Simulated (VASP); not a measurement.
ZnS (Wurtzite-2H):

```
Zn S
1.0
     3.80543    0.00000    0.00000
    -1.90271    3.29560    0.00000
     0.00000    0.00000    6.24402
Zn S
2 2
Direct
  0.33333 0.66667 0.00534
  0.66667 0.33333 0.50534
  0.33333 0.66667 0.37966
  0.66667 0.33333 0.87966
```

Base run:

- Program: VASP 6.6.1
- Functional: PBEsol
- Potentials or basis: VASP PAW PBE potentials, release 64 (Zn, S)
- Cutoff: 520 eV
- k mesh: 6 × 6 × 4
- Occupations: gaussian, width 0.01 eV
- Spin: no spin polarisation

Its results: band gap on the k mesh 2.08 eV, direct; pressure -1.2 GPa.

Question: The run is repeated on the same cell with these changes: functional from PBEsol to HSE06; k mesh from 6 × 6 × 4 to 6 × 6 × 2. What comes out?

Answer: Band gap on the k mesh 3.43 eV, direct; pressure 1.6 GPa.

Several settings changed at once, so the effect can't be laid on one alone.

Caveats: some runs use coarse meshes; the PAW data sets were made with another functional, which shifts forces and pressure a little.

A k mesh can miss the band edges.

Not every run made on this cell is shown here.
